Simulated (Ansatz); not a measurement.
**RbCl: how the settings move a single-point run**

Question: which choices in the input matter for RbCl?

Computed with Ansatz 0.2.0 (reference: DFT, LDA, all-electron LAPW, scalar-relativistic, unless a step's input says otherwise).

## (1) The structure to begin with

It takes space group Fm-3m (No. 225, cubic). The conventional cell has a = 6.377 Å, b = 6.377 Å, c = 6.377 Å, α = 90.00°, β = 90.00°, γ = 90.00°. Rb (site symmetry m-3m) has 6 Cl at 3.19 Å in its first shell of neighbours. Cl (site symmetry m-3m) is surrounded by 6 Rb at 3.19 Å.

As a file:

```cif
data_structure
_symmetry_space_group_name_H-M 'P 1'
_symmetry_Int_Tables_number 1
_cell_length_a 4.5093
_cell_length_b 4.5093
_cell_length_c 4.5093
_cell_angle_alpha 60.000
_cell_angle_beta 60.000
_cell_angle_gamma 60.000
_cell_volume 64.83
loop_
_atom_site_label
_atom_site_type_symbol
_atom_site_fract_x
_atom_site_fract_y
_atom_site_fract_z
_atom_site_occupancy
Rb1 Rb 0.00000 0.00000 0.00000 1
Cl1 Cl 0.50000 0.50000 0.50000 1
```

## (2) Reference

Input file input.yaml:

```yaml
crystal:
  lattice:
    - [0.0, 3.1885412746, 3.1885412746]
    - [3.1885412746, 0.0, 3.1885412746]
    - [3.1885412746, 3.1885412746, 0.0]
  atoms:
    - { symbol: Rb, position: [0.0, 0.0, 0.0] }
    - { symbol: Cl, position: [0.5, 0.5, 0.5] }
kpoints:
  mp_grid: { grid: [8, 8, 8] }
  band_path:
    path:
      - [0.0, 0.0, 0.0]
      - [0.5, 0.0, 0.5]
      - [0.625, 0.25, 0.625]
      - [0.375, 0.375, 0.75]
      - [0.0, 0.0, 0.0]
      - [0.5, 0.5, 0.5]
      - [0.5, 0.25, 0.75]
      - [0.5, 0.0, 0.5]
    npoints: 14
scf:
  occupations: { method: fermi_dirac, width: 0.02 }
hamiltonian:
  xc: lda
  pseudopotentials: { kind: all_electron, lapw: { basis_error: 0.0005 } }
output:
  forces: true
  stress: true
  eigenvalues: true
  populations: true
```

Run with:

```sh
$ ansatz run input.yaml --threads 1 --pin off --max-ram 2048MiB --backend cpu --events-out ev --progress --plain --runs-dir out
```

## (3) Changed: occupations.method gaussian, occupations.width 0.2, accuracy high

input.yaml: that of step 2 with these lines changed.

```diff
@@ -22,3 +22,3 @@
 scf:
-  occupations: { method: fermi_dirac, width: 0.02 }
+  occupations: { method: gaussian, width: 0.2 }
 hamiltonian:
@@ -31 +31,2 @@
   populations: true
+accuracy: high
```

Before running it: what results should come out? Wanted: for each run, ending; energy change; pressure; gap; force.

The runs gave:

| run | ending | energy change | pressure (GPa) | gap (eV) | force (eV/Å) | cycles | time |
| --- | --- | --- | --- | --- | --- | --- | --- |
| reference | converged | 0 | 0.0 | 4.85 | 0.00 | 7 | 8.3 s |
| 1: occupations.method gaussian, occupations.width 0.2, accuracy high | converged | 0.0 meV/atom (σ→0) | 0.0 | 4.85 | 0.00 | 7 | 8.4 s |

Residual by cycle in the longest SCF loop of each run; runs are numbered as in the table. The quantity is the density residual dr2, in eV.

| cycle | reference | run 1 |
| --- | --- | --- |
| 1 | 0.478 | 0.478 |
| 2 | 0.0135 | 0.0135 |
| 3 | 0.0108 | 0.0108 |
| 4 | 0.00126 | 0.00126 |
| 5 | 3.8e-5 | 3.8e-5 |
| 6 | 5.7e-7 | 5.7e-7 |
| 7 | 3.9e-9 | 3.9e-9 |

**Reading.** The changed input (smearing) leaves the energy the same to the digits printed.

These are semilocal Kohn-Sham gaps, which aren't the measured quantity. Such gaps usually fall short of the measured ones.
